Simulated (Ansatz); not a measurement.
ZnTe (F-43m, No. 216, 6 atoms in the cell; start mp-571195) was calculated with LDA (Ansatz, a quantum-chemistry and plane-wave program, plane waves, PAW).

Numerical settings: plane-wave cutoff 520 eV, 12×12×4 k mesh (along the axes of the cell as run), Fermi–Dirac smearing 0.01 eV, scalar-relativistic PAW data made under PBE.

Cell (relaxed at this level):

```xyz
6
Lattice="4.2388 0.0000 0.0000 -2.1194 3.6709 0.0000 0.0000 0.0000 10.3827" Properties=species:S:1:pos:R:3 pbc="T T T"
Zn     1.4130     2.4473     7.1987
Zn     1.4129     0.0000     0.2768
Zn     3.5323     1.2236     3.7378
Te     1.4129     2.4473     4.6030
Te    -0.7065     3.6709     8.0639
Te    -0.7065     1.2237     1.1421
```

**Question.** Give the computed band gap and bulk modulus.

**Answer.** 
- band gap = 1.27 eV (on the SCF k mesh)
- bulk modulus = 55.7 GPa

Note: the relaxation could not lower the start's symmetry, so the cell can be a saddle point above a distorted one; the bulk modulus is −V dP/dV from two relaxed cells at ±2 % in volume.

Spin–orbit coupling is not included; with these elements it can move the gap by several tenths of an eV or more.

Static lattice: no zero-point or thermal effects.

Computing time: roughly 5 core-minutes.

A start named mp-… is a Materials Project structure, which need not be a measured phase.
